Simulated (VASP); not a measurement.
# AlN: molecular dynamics with a thermostat

AlN, F-43m (no. 216), 8 atoms in the cell. PBE, molecular dynamics; PAW potentials Al, N (PBE set).

Ensemble: Nose-Hoover chain; Target temperature (K): 600.

## Input

INCAR:
```
  ALGO = Normal
  EDIFF = 1E-6
  ENCUT = 400
  GGA = PE
  IBRION = 0
  ISIF = 2
  ISMEAR = 0
  ISYM = 0
  KPAR = 2
  LASPH = T
  LCHARG = F
  LREAL = Auto
  LWAVE = F
  MDALGO = 4
  NELM = 60
  NELMIN = 4
  NHC_NCHAINS = 3
  NHC_PERIOD = 30
  NSW = 60
  POTIM = 1.0
  PREC = Normal
  RANDOM_SEED = 703859 0 0
  SIGMA = 0.05
  TEBEG = 600
```

KPOINTS:
```
k-points
0
Monkhorst-Pack
  2 2 2
```

POSCAR:
```
AlN
1.0
    4.3679871192      0.0000000000      0.0000000000
    0.0000000000      4.3679871192      0.0000000000
    0.0000000000      0.0000000000      4.3679871192
Al N
4 4
Direct
    0.0000000000      0.0000000000      0.0000000000
    0.0000000000      0.5000000000      0.5000000000
    0.5000000000      0.0000000000      0.5000000000
    0.5000000000      0.5000000000      0.0000000000
    0.2500000000      0.2500000000      0.7500000000
    0.2500000000      0.7500000000      0.2500000000
    0.7500000000      0.2500000000      0.2500000000
    0.7500000000      0.7500000000      0.7500000000
```

Commands:
```
cat potpaw_PBE.64/Al/POTCAR potpaw_PBE.64/N/POTCAR > POTCAR
mpirun -np 2 vasp_std > vasp.out
```

## Result

- Mean temperature (K): 407
- Standard error of the mean temperature (K): 79
- Relative fluctuation of the kinetic energy: 0.507
- Canonical value of that fluctuation: 0.309
- Rise of the mean potential energy above the start (meV/atom): 38.5
- Electronic steps per ionic step after the first: 4.1

Course of the run:

| Time (fs) | Temperature (K) | Potential energy less the first (meV/atom) |
|---|---|---|
| 1 | 600 | 0.0 |
| 6 | 451 | 17.0 |
| 10 | 237 | 41.7 |
| 15 | 129 | 54.6 |
| 19 | 221 | 45.6 |
| 24 | 372 | 32.7 |
| 28 | 380 | 37.0 |
| 33 | 245 | 58.0 |
| 37 | 176 | 68.8 |
| 42 | 341 | 54.2 |
| 46 | 615 | 28.4 |
| 51 | 821 | 11.9 |
| 55 | 727 | 25.8 |
| 60 | 440 | 60.1 |

REPORT:
```
MDALGO =   4
           NHC_NCHAINS =   3
            NHC_PERIOD =    30
            NHC_NRESPA =    1
                NHC_NS =  1
               SCALING =       0
                 CNEXP =     9.000   14.000
           RANDOM_SEED =            703859                0                0

   original number of atomic DOF:         21
   number of independent constraints:      0
   number of active DOF:                  21

========================================
         MD step No.       1
========================================

  Atomic velocities initialized by STEP_tb

  >Nose-Hoover_chains
                       xs       vs(fs^-1)
   nhc_s>  -0.12266556E-09  -0.49061111E-09
   nhc_s>  -0.13889371E-03  -0.55559414E-03
   nhc_s>  -0.13888889E-03  -0.55547839E-03

  >Energies
                    E_tot             E_pot             E_kin               EPS                ES
   e_b>   -0.58651284E+02   -0.59194179E+02    0.54289482E+00    0.14361312E-04   -0.14362692E-04

  >Temperature
               T_sim     T_inst
   tmprt>    600.000    599.999

           RANDOM_SEED =            703859               48                0

[... steps left out ...]

========================================
         MD step No.      60
========================================

  >Nose-Hoover_chains
                       xs       vs(fs^-1)
   nhc_s>  -0.52810760E+00  -0.27284901E-02
   nhc_s>   0.17115327E+01   0.37606273E-01
   nhc_s>   0.20939783E-01   0.69667502E-01

  >Energies
                    E_tot             E_pot             E_kin               EPS                ES
   e_b>   -0.58649626E+02   -0.58713764E+02    0.39850615E+00    0.14946987E+00   -0.48383797E+00

  >Temperature
               T_sim     T_inst
   tmprt>    600.000    440.423

           RANDOM_SEED =            703859               48                0
```

OSZICAR:
```
N       E                     dE             d eps       ncg     rms          rms(c)
DAV:   1     0.112925987068E+03    0.11293E+03   -0.12735E+04   168   0.108E+03
DAV:   2    -0.592815228749E+02   -0.17221E+03   -0.16700E+03   251   0.237E+02
DAV:   3    -0.686640370577E+02   -0.93825E+01   -0.93381E+01   203   0.613E+01
DAV:   4    -0.687554353395E+02   -0.91398E-01   -0.91384E-01   198   0.687E+00
DAV:   5    -0.687569479278E+02   -0.15126E-02   -0.15126E-02   203   0.881E-01    0.172E+01
DAV:   6    -0.592337231826E+02    0.95232E+01   -0.41072E+01   188   0.347E+01    0.619E+00
DAV:   7    -0.592138713135E+02    0.19852E-01   -0.85989E-01   168   0.585E+00    0.417E+00
DAV:   8    -0.591966310042E+02    0.17240E-01   -0.92549E-02   168   0.260E+00    0.533E-01
DAV:   9    -0.591935294166E+02    0.31016E-02   -0.15111E-02   208   0.696E-01    0.336E-01
DAV:  10    -0.591942890067E+02   -0.75959E-03   -0.33956E-03   188   0.344E-01    0.136E-01
DAV:  11    -0.591941756712E+02    0.11334E-03   -0.50486E-04   188   0.127E-01    0.264E-02
DAV:  12    -0.591941791550E+02   -0.34838E-05   -0.11546E-05   188   0.253E-02    0.129E-02
[... left out ...]
     58 T=   554. E= -.58648730E+02 F= -.58821814E+02 E0= -.58821814E+02  EK= 0.50279E+00 SP= -.49E+00 SK= 0.16E+00
     59 T=   495. E= -.58648635E+02 F= -.58765455E+02 E0= -.58765455E+02  EK= 0.44895E+00 SP= -.49E+00 SK= 0.15E+00
[... last step whole ...]
       N       E                     dE             d eps       ncg     rms          rms(c)
DAV:   1    -0.587137421527E+02    0.51713E-01   -0.18007E-04   275   0.996E-01    0.949E-03
DAV:   2    -0.587137646823E+02   -0.22530E-04   -0.23223E-04   208   0.129E-01    0.687E-03
DAV:   3    -0.587137644448E+02    0.23746E-06   -0.17259E-06   168   0.104E-02    0.489E-03
DAV:   4    -0.587137642055E+02    0.23926E-06   -0.61330E-07   144   0.628E-03
     60 T=   440. E= -.58648518E+02 F= -.58713764E+02 E0= -.58713764E+02  EK= 0.39961E+00 SP= -.48E+00 SK= 0.15E+00
```

Limits: 60 fs of 8 atoms are too short for converged averages; the cell is only 4.4 Å across, so each atom moves in step with near copies of itself.

VASP 6.6.1 took 90 s on 2 cores (Intel Xeon Platinum 8259CL @ 2.50GHz (Skylake/Cascade Lake)), a shared host.
